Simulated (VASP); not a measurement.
## SrTiO3 in VASP 6.6.1, single-point calculation

INCAR

```
NELM = 120
EDIFF = 1E-7
LREAL = .FALSE.
GGA = PE
IBRION = -1
LASPH = .TRUE.
NBANDS = 28
LCHARG = .FALSE.
ENCUT = 520
NSW = 0
SIGMA = 0.02
LWAVE = .FALSE.
PREC = Accurate
ISIF = 2
ISMEAR = -1
```

KPOINTS

```
KPOINTS created by Atomic Simulation Environment
0
Gamma
4 4 4
0 0 0
```

POSCAR

```
Sr Ti O
 1.0000000000000000
     3.7896459564999998    0.0000000000000000    0.0000000000000000
     0.0000000000000000    3.7896459564999998    0.0000000000000000
     0.0000000000000000    0.0000000000000000    3.9858217010999999
 Sr  Ti  O
   1   1   3
Cartesian
  0.0000000000000000  0.0000000000000000  0.0000000000000000
  1.8948229782499997  1.8948229782499997  1.9929108505499995
  1.8948229782499997  1.8948229782499997  0.0000000000000000
  1.8948229782499997  0.0000000000000000  1.9929108505499995
  0.0000000000000000  1.8948229782499997  1.9929108505499995
```

The recommended PBE PAW datasets give the neutral cell 40 valence electrons.

Command

```
mpirun -np 1 vasp_std
```

Q: How does this run end, and what does it give?

A: It converged. Results: gap between bands v and c on the k mesh 1.80 eV; least direct gap on the k mesh 2.19 eV; pressure 14.0 GPa. Band v is the last that the valence electrons fill when counted band by band, and c is the next.

OSZICAR

```
N       E                     dE             d eps       ncg     rms          rms(c)
DAV:   1     0.440709450773E+03    0.44071E+03   -0.21385E+04  1008   0.160E+03
DAV:   2    -0.387794689571E+01   -0.44459E+03   -0.42293E+03  1148   0.447E+02
DAV:   3    -0.478574176896E+02   -0.43979E+02   -0.43627E+02  1380   0.137E+02
DAV:   4    -0.499206819748E+02   -0.20633E+01   -0.20593E+01  1528   0.253E+01
DAV:   5    -0.499648180420E+02   -0.44136E-01   -0.44126E-01  1348   0.324E+00    0.284E+01
DAV:   6    -0.397811537877E+02    0.10184E+02   -0.49898E+01  1352   0.657E+01    0.158E+01
DAV:   7    -0.398776667109E+02   -0.96513E-01   -0.67200E+00  1264   0.197E+01    0.117E+01
DAV:   8    -0.399220548875E+02   -0.44388E-01   -0.13259E+00  1188   0.126E+01    0.281E+00
DAV:   9    -0.398482535875E+02    0.73801E-01   -0.31188E-01  1220   0.590E+00    0.106E+00
DAV:  10    -0.398457178546E+02    0.25357E-02   -0.78471E-02  1284   0.193E+00    0.656E-01
DAV:  11    -0.398413389327E+02    0.43789E-02   -0.18655E-02  1484   0.138E+00    0.116E-01
DAV:  12    -0.398413371159E+02    0.18168E-05   -0.13480E-03  1204   0.422E-01    0.899E-02
DAV:  13    -0.398413584380E+02   -0.21322E-04   -0.45907E-04  1504   0.154E-01    0.488E-02
DAV:  14    -0.398413539266E+02    0.45114E-05   -0.40029E-05  1256   0.553E-02    0.218E-02
DAV:  15    -0.398413510338E+02    0.28928E-05   -0.85073E-06  1404   0.263E-02    0.135E-02
DAV:  16    -0.398413507996E+02    0.23419E-06   -0.73632E-06  1176   0.193E-02    0.239E-03
DAV:  17    -0.398413509122E+02   -0.11262E-06   -0.48483E-07  1124   0.452E-03    0.246E-03
DAV:  18    -0.398413508696E+02    0.42595E-07   -0.70575E-08   700   0.309E-03
   1 F= -.39841351E+02 E0= -.39841351E+02  d E =-.474979E-14
```

For comparison, a separate PBE run of the intended cell, on usual settings and not on those above, gives a gap of 1.82 eV on its mesh and a pressure of 14.0 GPa.
